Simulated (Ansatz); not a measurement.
# W2C: pressure up to the limit of the methods

The task here is to estimate one member of a computed series from the others.

Method: DFT PBE, with the methods named in each step, in Ansatz 0.2.0.

1 further run of the same task is left out (it didn't finish).

## The starting structure

It takes space group P-3m1 (No. 164, trigonal). Conventional cell: a = 3.070 Å, b = 3.070 Å, c = 4.678 Å, α = 90.00°, β = 90.00°, γ = 120.00°. Around W (site symmetry 3m) lie 3 C at 2.13 Å. C (site symmetry -3m) is surrounded by 6 W at 2.13 Å.

As a file:

```
CELL_PARAMETERS angstrom
3.07005 0.00000 0.00000
-1.53502 2.65874 0.00000
0.00000 0.00000 4.67843
ATOMIC_POSITIONS crystal
W 0.33333 0.66667 0.74633
W 0.66667 0.33333 0.25367
C 0.00000 0.00000 0.00000
```

Whether this phase is the stable one at these pressures isn't tested.

Atoms are numbered in the order of the input: W1, W2, C3.

Set-up of the first run:

input.yaml

```yaml
crystal:
  lattice:
    - [3.070045642, 0.0, 0.0]
    - [-1.535022821, 2.6587375167, 0.0]
    - [0.0, 0.0, 4.678428]
  atoms:
    - { symbol: W, position: [0.3333333333, 0.6666666667, 0.746331] }
    - { symbol: W, position: [0.6666666667, 0.3333333333, 0.253669] }
    - { symbol: C, position: [0.0, 0.0, 0.0] }
kpoints:
  mp_grid: { grid: [14, 14, 8] }
  band_path:
    path:
      - [0.0, 0.0, 0.0]
      - [0.5, 0.0, 0.0]
      - [0.3333333333, 0.3333333333, 0.0]
      - [0.0, 0.0, 0.0]
      - [0.0, 0.0, 0.5]
      - [0.5, 0.0, 0.5]
      - [0.3333333333, 0.3333333333, 0.5]
      - [0.0, 0.0, 0.5]
      - [0.5, 0.0, 0.5]
    npoints: 14
scf:
  occupations: { method: fermi_dirac, width: 0.05 }
hamiltonian:
  xc: pbe
  pseudopotentials: { kind: all_electron, lapw: { basis_error: 0.001 } }
output:
  forces: true
  stress: true
  eigenvalues: true
  populations: true
```

Run with:

```
$ ansatz run input.yaml --threads 1 --pin off --max-ram 3072MiB --backend cpu --events-out ev --progress --plain --runs-dir out
```

Steps of the session up to this table: The reference volume, LAPW; Volume scaled by 1, crystal datasets; Volume scaled by 0.55, LAPW; Volume scaled by 0.5, LAPW; Volume scaled by 0.45, LAPW.

One table of the session follows, with a row left open; its other results are not shown here.

```
          method  volume over the first  volume (Å³/atom)  pressure (GPa)  largest force (eV/Å)
            LAPW                      1            12.729           -1.83                 0.011
            LAPW                   0.55             7.001          664.50                12.788
            LAPW                    0.5             6.365          917.50                17.211
            LAPW                   0.45             5.728         1279.90                23.329
             PAW                      1            12.729           -1.91                 0.018
             PAW                   0.55             7.001          670.09                12.878
             PAW                    0.5             6.365          925.06                17.358
             PAW                   0.45             5.728         1289.55                23.545
crystal datasets                      1                 ?               ?                     ?
```

**Question.** Estimate the row for crystal datasets, 1.

As computed: volume (Å³/atom): 12.729; pressure (GPa): -1.84; largest force (eV/Å): 0.011.

To keep in mind: Rows by PAW come from runs of the same series that aren't printed here. Warnings in the runs' records: gradients without spin orbit, crystal datasets made.
